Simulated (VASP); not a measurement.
# Settings for C: G0W0 on LDA

C, Fd-3m (no. 227), 2 atoms in the cell. LDA, GW; PAW potentials C_GW (LDA set). VASP 6.6.1.

Wanted: quasiparticle gap at the zone centre within 0.1 eV; correction of the gap between the band edges on the mesh within 0.1 eV.

GW scheme: G0W0; Iterations: 1.

Correction of the gap between the band edges on the mesh: the quasiparticle gap less the starting one, both between the band edges that the mesh holds (often an indirect gap), so it isn't the difference to the zone-centre gap.

POSCAR:
```
C
1.0
    0.0000000000      1.7833700000      1.7833700000
    1.7833700000      0.0000000000      1.7833700000
    1.7833700000      1.7833700000      0.0000000000
C
2
Direct
    0.7500000000      0.7500000000      0.7500000000
    0.5000000000      0.5000000000      0.5000000000
```

The series start from Grid for exchange (PRECFOCK): Normal; Response cutoff (eV): 100; Band count: filled + 1.5 x plane waves under ENCUTGW; Orbital cutoff (eV): 500; k mesh: 3 3 3; Frequency points: 48; Groups of k points: 4. Each series keeps the choices made before it, and each single choice may use up half of a tolerance. Times cover all steps of a run.

## Grid for exchange (PRECFOCK)

| Grid for exchange (PRECFOCK) | Quasiparticle gap at the zone centre (eV) | Correction of the gap between the band edges on the mesh (eV) | Time (s) |
|---|---|---|---|
| Normal | 6.98 | 0.96 | 4.5 |
| Fast | 6.98 | 0.96 | 4.3 |
| Low | 6.98 | 0.96 | 4.3 |

Chosen: Normal; no other choice that stays within half of the tolerance saves 30 % of the time.

## Response cutoff (eV)

| Response cutoff (eV) | Quasiparticle gap at the zone centre (eV) | Correction of the gap between the band edges on the mesh (eV) | Time (s) |
|---|---|---|---|
| 100 | 6.98 | 0.96 | 4.5 |
| 130 | 7.07 | 1.08 | 4.8 |
| 160 | 7.13 | 1.16 | 5.7 |
| 200 | 7.18 | 1.21 | 5.1 |
| 250 | 7.23 | 1.26 | 7.1 |
| 300 (reference) | 7.25 | 1.28 | 8.3 |

Chosen: 250, the loosest value from which every tighter one stays within half of the tolerance.

## Band count

| Band count | Quasiparticle gap at the zone centre (eV) | Correction of the gap between the band edges on the mesh (eV) | Time (s) |
|---|---|---|---|
| filled + 0.15 x plane waves under ENCUTGW | 7.30 | 1.23 | 4.3 |
| filled + 0.3 x plane waves under ENCUTGW | 7.22 | 1.21 | 4.4 |
| filled + 0.6 x plane waves under ENCUTGW | 7.22 | 1.24 | 5.1 |
| filled + 1.0 x plane waves under ENCUTGW | 7.23 | 1.26 | 6.0 |
| filled + 1.5 x plane waves under ENCUTGW | 7.23 | 1.26 | 7.1 |
| filled + 2.0 x plane waves under ENCUTGW (reference) | 7.22 | 1.25 | 7.8 |

Chosen: filled + 0.3 x plane waves under ENCUTGW.

## Orbital cutoff (eV)

| Orbital cutoff (eV) | Quasiparticle gap at the zone centre (eV) | Correction of the gap between the band edges on the mesh (eV) | Time (s) |
|---|---|---|---|
| 450 | 7.21 | 1.21 | 4.8 |
| 500 | 7.22 | 1.21 | 4.4 |
| 600 | 7.22 | 1.21 | 5.2 |
| 700 (reference) | 7.21 | 1.21 | 7.0 |

Chosen: 450.

## k mesh

| k mesh | Quasiparticle gap at the zone centre (eV) | Correction of the gap between the band edges on the mesh (eV) | Time (s) |
|---|---|---|---|
| 2 2 2 | 7.04 | 0.89 | 3.9 |
| 3 3 3 | 7.21 | 1.21 | 4.8 |
| 4 4 4 | 7.32 | 1.42 | 6.9 |
| 6 6 6 (reference) | 7.36 | 1.35 | 19 |

Chosen: 6 6 6; the next looser run is off by more than half of the tolerance, so convergence isn't shown beyond this value.

## Frequency points

| Frequency points | Quasiparticle gap at the zone centre (eV) | Correction of the gap between the band edges on the mesh (eV) | Time (s) |
|---|---|---|---|
| 8 | 6.92 | 0.90 | 108 |
| 16 | 7.19 | 1.21 | 161 |
| 32 | 7.36 | 1.35 | 26 |
| 48 | 7.36 | 1.35 | 19 |
| 72 | 7.36 | 1.34 | 28 |
| 96 (reference) | 7.36 | 1.34 | 28 |

Chosen: 32.

## Groups of k points

| Groups of k points | Quasiparticle gap at the zone centre (eV) | Correction of the gap between the band edges on the mesh (eV) | Time (s) |
|---|---|---|---|
| 4 | 7.36 | 1.35 | 26 |
| 2 | 7.36 | 1.35 | 29 |

Chosen: 4.

The choices weren't compared together with a run at all the tightest settings, so their joint error isn't shown.

## The input

INCAR.step1:
```
SYSTEM = C
PREC = Accurate ; ENCUT = 450
ISMEAR = 0 ; SIGMA = 0.05
LASPH = .True. ; LREAL = .False.
GGA = CA ; ALGO = Normal
EDIFF = 1E-8 ; NELM = 150
LWAVE = .True. ; LCHARG = .False.
KPAR = 4
```

INCAR.step2, as INCAR.step1 but for:
```
- ALGO = Normal
- NELM = 150
+ ALGO = Exact
+ NELM = 1
+ ISTART = 1
+ NBANDS = 32
+ LOPTICS = .True.
```

INCAR.step3:
```
SYSTEM = C
PREC = Accurate ; ENCUT = 450
ISMEAR = 0 ; SIGMA = 0.05
LASPH = .True. ; LREAL = .False.
GGA = CA ; ALGO = EVGW0
NBANDS = 32 ; NBANDSGW = 8
ENCUTGW = 250 ; NOMEGA = 32
PRECFOCK = Normal ; ISTART = 1
LWAVE = .False. ; LCHARG = .False.
NELMGW = 1 ; KPAR = 4
```

KPOINTS:
```
Automatic mesh
0
Gamma
  6 6 6
  0 0 0
```

Commands (each step's output is kept before the next begins):
```
cat potpaw_LDA.64/C_GW/POTCAR > POTCAR
cp INCAR.step1 INCAR
mpirun -np 4 vasp_std > vasp.out
cp INCAR.step2 INCAR
mpirun -np 4 vasp_std > vasp.out
cp INCAR.step3 INCAR
mpirun -np 4 vasp_std > vasp.out
```

Limits: the sum over empty states is short: their number is 0.3 times that of the plane waves under the response cutoff.

The chosen input took VASP 6.6.1 26 s on 4 cores (Intel Xeon Platinum 8259CL @ 2.50GHz (Skylake/Cascade Lake)), a shared host.

## An input that fails: NBANDS above the file's

It runs to its end, but against the unchanged starting input it is off by 5.02 eV in the quasiparticle gap at the zone centre, 4.98 eV in the correction of the gap between the band edges on the mesh.

Changes against the starting input:
```
(step 3)
- NBANDS = 40
+ NBANDS = 60
```
